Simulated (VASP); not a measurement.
# SiO2 (P4_2/mnm) in VASP: further runs

The runs below take SiO2 through relaxation of cell and atoms, with PBEsol.

All numbers are computed with VASP 6.6.1; they aren't measurements. Logs are shortened: lines on timing, memory, paths and dates and some standing lists are left out, and cuts for length are marked.

### Step 1. The crystal as given

It takes space group P4_2/mnm (No. 136, tetragonal). Conventional cell: a = 4.177 Å, b = 4.177 Å, c = 2.666 Å, α = 90.00°, β = 90.00°, γ = 90.00°. O (site symmetry m2m) has 3 Si at 1.76 to 1.81 Å as nearest neighbours. Si (site symmetry mmm) is surrounded by 6 O at 1.76 to 1.81 Å.

The cell comes from a database or a generator and needn't be the stable form of this composition.

### Step 2. Relaxation of cell and atoms, PBEsol, target pressure 40 GPa, at which the enthalpy is minimised

INCAR reads:

```
PREC = Accurate ; ENCUT = 600
EDIFF = 1E-6 ; ISMEAR = -1
SIGMA = 0.05 ; LREAL = F
LASPH = T ; NELM = 60
ALGO = Normal ; ISIF = 3
LWAVE = F ; LCHARG = F
GGA = PS ; IBRION = 2
NSW = 60 ; EDIFFG = -0.01
PSTRESS = 400 ; KPAR = 2
```

KPOINTS reads:

```
regular mesh
0
Gamma
  7 7 10
```

POSCAR reads:

```
SiO2
1.0
    4.1773000000      0.0000000000      0.0000000000
    0.0000000000      4.1773000000      0.0000000000
    0.0000000000      0.0000000000      2.6655000000
O Si
4 2
Direct
    0.3061000000      0.3061000000      0.0000000000
    0.6939000000      0.6939000000      0.0000000000
    0.1939000000      0.8061000000      0.5000000000
    0.8061000000      0.1939000000      0.5000000000
    0.0000000000      0.0000000000      0.0000000000
    0.5000000000      0.5000000000      0.5000000000
```

Potentials or basis: VASP PAW PBE potentials, release 64 (O, Si).

The run is started by

```bash
cat potpaw_PBE.64/O/POTCAR potpaw_PBE.64/Si/POTCAR > POTCAR
mpirun -np 2 vasp_std > vasp.out
```

OUTCAR:

```text
PREC = Accurate
   ENCUT = 600
   EDIFF = 1E-6
   ISMEAR = -1
   LREAL = F
   LASPH = T
   NELM = 60
   ISIF = 3
   GGA = PS
   IBRION = 2
   NSW = 60
   EDIFFG = -0.01
   PSTRESS = 400

 ion  position               nearest neighbor table
   1  0.306  0.306  0.000-   6 1.76   6 1.76   5 1.81
   2  0.694  0.694  0.000-   6 1.76   6 1.76   5 1.81
   3  0.194  0.806  0.500-   5 1.76   5 1.76   6 1.81
   4  0.806  0.194  0.500-   5 1.76   5 1.76   6 1.81
   5  0.000  0.000  0.000-   3 1.76   4 1.76   3 1.76   4 1.76   1 1.81   2 1.81
   6  0.500  0.500  0.500-   1 1.76   2 1.76   1 1.76   2 1.76   3 1.81   4 1.81

  LATTYP: Found a simple tetragonal cell.
 ALAT       =     4.1773000000
 C/A-ratio  =     0.6380915903

  Lattice vectors:

 A1 = (   4.1773000000,   0.0000000000,   0.0000000000)
 A2 = (   0.0000000000,   4.1773000000,   0.0000000000)
 A3 = (   0.0000000000,   0.0000000000,   2.6655000000)

Analysis of symmetry for initial positions (statically):
=====================================================================
 Subroutine PRICEL returns:
 Original cell was already a primitive cell.

 Routine SETGRP: Setting up the symmetry group for a
 simple tetragonal supercell.

 Subroutine GETGRP returns: Found 16 space group operations
 (whereof  8 operations were pure point group operations)
 out of a pool of 16 trial point group operations.

The static configuration has the point symmetry D_2h.
 The point group associated with its full space group is D_4h.

Analysis of symmetry for dynamics (positions and initial velocities):
=====================================================================
 Subroutine PRICEL returns:
 Original cell was already a primitive cell.

 Routine SETGRP: Setting up the symmetry group for a
 simple tetragonal supercell.

 Subroutine GETGRP returns: Found 16 space group operations
 (whereof  8 operations were pure point group operations)
 out of a pool of 16 trial point group operations.

The dynamic configuration has the point symmetry D_2h.
 The point group associated with its full space group is D_4h.

 Subroutine INISYM returns: Found 16 space group operations
 (whereof  8 operations are pure point group operations),
 and found     1 'primitive' translations

----------------------------------------------------------------------------------------

                                     Primitive cell

  volume of cell :      46.5125

  direct lattice vectors                    reciprocal lattice vectors
     4.177300000  0.000000000  0.000000000     0.239389079  0.000000000  0.000000000
     0.000000000  4.177300000  0.000000000     0.000000000  0.239389079  0.000000000
     0.000000000  0.000000000  2.665500000     0.000000000  0.000000000  0.375164134

  length of vectors
[... 89 lines left out ...]
   NELM   =     60;   NELMIN=  2; NELMDL= -5     # of ELM steps
   EDIFF  = 0.1E-05   stopping-criterion for ELM
   LREAL  =      F    real-space projection
   EDIFFG = -.1E-01   stopping-criterion for IOM
   NSW    =     60    number of steps for IOM
   IBRION =      2    ionic relax: 0-MD 1-quasi-New 2-CG
   NFREE  =      1    steps in history (QN), initial steepest desc. (CG)
   ISIF   =      3    stress and relaxation
   ISYM   =      2    0-nonsym 1-usesym 2-fastsym
   POTIM  = 0.5000    time-step for ionic-motion
   TEBEG  =    0.0;   TEEND  =   0.0 temperature during run
   PSTRESS=  400.0 pullay stress
   NELECT =      32.0000    total number of electrons
   NUPDOWN=      -1.0000    fix difference up-down
   EMIN   =  10.00;   EMAX   =-10.00  energy-range for DOS
   EFERMI =   0.00;   METHOD = LEGACY
   ISMEAR =    -1;   SIGMA  =   0.05  broadening in eV -4-tet -1-fermi 0-gaus
   EFERMI_NEDOS =   21; number of points for ismear=-14 and -15
   IALGO  =     38    algorithm
   IMIX   =      4    mixing-type and parameters
     AMIX     =   0.40;   BMIX     =  1.00
     AMIX_MAG =   1.60;   BMIX_MAG =  1.00
  volume/ion in A,a.u.               =       7.75        52.31
  Fermi-wavevector in a.u.,A,eV,Ry     =   1.445223  2.731075 28.418068  2.088669
  Thomas-Fermi vector in A             =   2.563429
   LORBIT       =      0    0 simple, 1 ext, 2 COOP (PROOUT), +10 PAW based schemes
   GGA     = PS    functional components
   LHFCALC =     F    Hartree Fock is set to
   AEXX    =    0.0000 exact exchange contribution
   IVDW    =     0    specifies the selected vdW correction
   LEPSILON=     F    determine dielectric tensor
   LRPA    =     F    only Hartree local field effects (RPA)
 conjugate gradient relaxation of ions
 non-spin polarized calculation
  energy-cutoff  :      600.00
  volume of cell :       46.51
 maximum number of plane-waves:      1575
 NGX is ok and might be reduce to    36
   NGX = 17   NGY = 17   NGZ = 11

--------------------------------------- Ionic step        1  -------------------------------------------

 number of electron      32.0000002 magnetization

 Free energy of the ion-electron system (eV)
  ---------------------------------------------------
  ext. energy  EPLUGINS =         0.00000000
  ---------------------------------------------------
  free energy    TOTEN  =       -48.98602697 eV

  energy without entropy =      -48.98602697  energy(sigma->0) =      -48.98602697

 E-fermi :   9.1148     XC(G=0): -12.5347

 val. band max:        8.1813437569   @ k =   0.0000   0.0000   0.0000
 cond. band min:      13.7806030267   @ k =   0.0000   0.0000   0.0000
 fundamental gap:      5.5992592698
 Fermi energy:         9.1148157618

 k-point     1 :       0.0000    0.0000    0.0000
  band No.  band energies     occupation
      1     -14.4066      2.00000
      2     -10.7093      2.00000
      3     -10.7093      2.00000
      4     -10.4810      2.00000
      5      -2.7576      2.00000
      6       1.6716      2.00000
[... 664 lines left out ...]
  energy  without entropy=      -48.5168032551  energy(sigma->0) =      -48.51680326

  enthalpy is  TOTEN    =       -37.8409763856 eV   P V=       10.6758268695

[... ionic steps 4 to 7 ...]

--------------------------------------- Ionic step        8  -------------------------------------------

 number of electron      32.0000004 magnetization

------------------------ aborting loop because EDIFF is reached ----------------------------------------
[... 79 lines left out ...]
--------------------------------------- Ionic step       10  -------------------------------------------

 number of electron      32.0000004 magnetization

 Free energy of the ion-electron system (eV)
  ---------------------------------------------------
  ext. energy  EPLUGINS =         0.00000000
  ---------------------------------------------------
  free energy    TOTEN  =       -48.45775536 eV

  energy without entropy =      -48.45775536  energy(sigma->0) =      -48.45775536

 E-fermi :  10.5826     XC(G=0): -13.0413

 val. band max:        9.5914021805   @ k =   0.0000   0.0000   0.0000
 cond. band min:      16.2166058966   @ k =   0.0000   0.0000   0.0000
 fundamental gap:      6.6252037161
 Fermi energy:        10.5826470389

 k-point     1 :       0.0000    0.0000    0.0000
  band No.  band energies     occupation
      1     -14.0196      2.00000
      2      -9.8457      2.00000
      3      -9.8457      2.00000
      4      -9.3243      2.00000
      5      -2.1634      2.00000
      6       2.2951      2.00000
[... 580 lines left out ...]
  energy  without entropy=      -48.4577553587  energy(sigma->0) =      -48.45775536

  enthalpy is  TOTEN    =       -37.8814032529 eV   P V=       10.5763521059

 reached required accuracy - stopping structural energy minimisation
```

Wall time 1.7 min (2 MPI ranks of Intel Xeon 6975P-C (Granite Rapids), shared host); peak memory 0.2 GiB.

Results:

* Free energy: -48.4578 eV
* Relaxed volume: 7.06 Å³/atom
* Relaxed cell: a = 4.025 Å, b = 4.025 Å, c = 2.614 Å, α = 90.00°, β = 90.00°, γ = 90.00°
* Space group after relaxing (to 0.05 Å): P4_2/mnm (No. 136)
* Energy change on relaxing (the enthalpy is what falls): +88.0 meV/atom
* Ionic steps: 10
* Pressure after relaxing: 40.0 GPa
* Largest force after relaxing: 0.004 eV/Å
* Band gap on the k mesh: 6.63 eV, direct

Forces in eV/Å, atoms in the order of the input:
```
O   -0.003 -0.003  0.000
O    0.003  0.003  0.000
O    0.003 -0.003  0.000
O   -0.003  0.003  0.000
Si   0.000  0.000  0.000
Si   0.000  0.000  0.000
```

The path:
```csv
step,energy change (eV),largest force (eV/Å),pressure (GPa),volume (Å³)
1,0.0000,0.1295,4.74,46.51
2,4.1262,2.0852,149.88,35.95
3,0.4692,0.7071,38.08,42.76
4,0.5120,0.7368,40.03,42.58
5,0.5869,0.5567,41.00,42.19
6,0.5363,0.0645,40.33,42.34
7,0.5191,0.0039,39.55,42.40
8,0.5209,0.0045,39.66,42.39
9,0.5382,0.0148,40.45,42.32
10,0.5283,0.0036,40.01,42.36
```

Final structure:
```
O Si
1.0
     4.02543    0.00000    0.00000
     0.00000    4.02543    0.00000
     0.00000    0.00000    2.61434
O Si
4 2
Cartesian
  1.2185 1.2185 0.0000
  2.8069 2.8069 0.0000
  0.7942 3.2312 1.3072
  3.2312 0.7942 1.3072
  0.0000 0.0000 0.0000
  2.0127 2.0127 1.3072
```

Caveat: the cell is relaxed towards a set pressure, so the enthalpy falls and the energy may rise; the PAW data sets were made with another functional, which shifts forces and pressure a little; an odd mesh through Γ misses points on the zone boundary, where band edges often lie.

### Step 3. Relaxation of cell and atoms, PBEsol, target pressure 90 GPa, at which the enthalpy is minimised

INCAR: that of step 2 with these lines changed.

```diff
@@ -8,2 +8,2 @@
 NSW = 60 ; EDIFFG = -0.01
-PSTRESS = 400 ; KPAR = 2
+PSTRESS = 900 ; KPAR = 2
```

KPOINTS is that of step 2.

POSCAR is that of step 2.

Potentials or basis: VASP PAW PBE potentials, release 64 (O, Si).

The run is started by

```bash
cat potpaw_PBE.64/O/POTCAR potpaw_PBE.64/Si/POTCAR > POTCAR
mpirun -np 2 vasp_std > vasp.out
```

Wall time 2.6 min (2 MPI ranks of Intel Xeon 6975P-C (Granite Rapids), shared host); peak memory 0.19 GiB.

It converged, with:

- Free energy: -47.0211 eV
- Relaxed volume: 6.45 Å³/atom
- Relaxed cell: a = 3.899 Å, b = 3.899 Å, c = 2.547 Å, α = 90.00°, β = 90.00°, γ = 90.00°
- Space group after relaxing (to 0.05 Å): P4_2/mnm (No. 136)
- Energy change on relaxing (the enthalpy is what falls): +327.5 meV/atom
- Ionic steps: 14
- Pressure after relaxing: 90.0 GPa
- Band gap on the k mesh: 6.75 eV, direct

Step by step:
```
step  energy change (eV)  largest force (eV/Å)  pressure (GPa)  volume (Å³)
   1              0.0000                0.1295            4.74        46.51
   2             34.4292                8.3663          829.64        23.90
   3              1.2745                1.2897           68.91        40.34
   4              1.6964                1.4954           82.49        39.44
   5              1.9592                1.6128           90.50        38.95
   6              2.4680                2.2867           98.11        38.18
   7              2.0315                0.0461           92.04        38.61
   8              2.0353                0.0801           92.07        38.60
   9              1.8398                0.0497           86.12        38.95
  10              1.9224                0.0632           88.68        38.80
  11              1.9905                0.0756           90.84        38.68
  12              1.9622                0.0186           89.97        38.73
  13              1.9668                0.0124           90.05        38.72
  14              1.9650                0.0010           90.01        38.72
```

Final structure:
```yaml
crystal:
  lattice:
    - [3.89909, 0.00000, 0.00000]
    - [0.00000, 3.89909, 0.00000]
    - [0.00000, 0.00000, 2.54705]
  atoms:
    - { symbol: O, position: [0.30110, 0.30110, 0.00000] }
    - { symbol: O, position: [0.69890, 0.69890, 0.00000] }
    - { symbol: O, position: [0.19890, 0.80110, 0.50000] }
    - { symbol: O, position: [0.80110, 0.19890, 0.50000] }
    - { symbol: Si, position: [0.00000, 0.00000, 0.00000] }
    - { symbol: Si, position: [0.50000, 0.50000, 0.50000] }
```

Levels at points of the mesh, in eV from the valence-band top:
```tsv
k point	band 13	band 14	band 15	band 16	band 17	band 18	band 19	band 20
(0.00, 0.00, 0.00)	-2.57	-1.04	-1.04	0.00	6.75	8.93	9.44	9.44
(0.00, 0.00, 0.50)	-4.35	-4.35	-3.38	-3.38	11.51	11.51	14.35	14.35
```

Caveat: the cell is relaxed towards a set pressure, so the enthalpy falls and the energy may rise; the volume moved by over 15 % at a fixed basis, so the end points are rough; the PAW data sets were made with another functional, which shifts forces and pressure a little; an odd mesh through Γ misses points on the zone boundary, where band edges often lie.
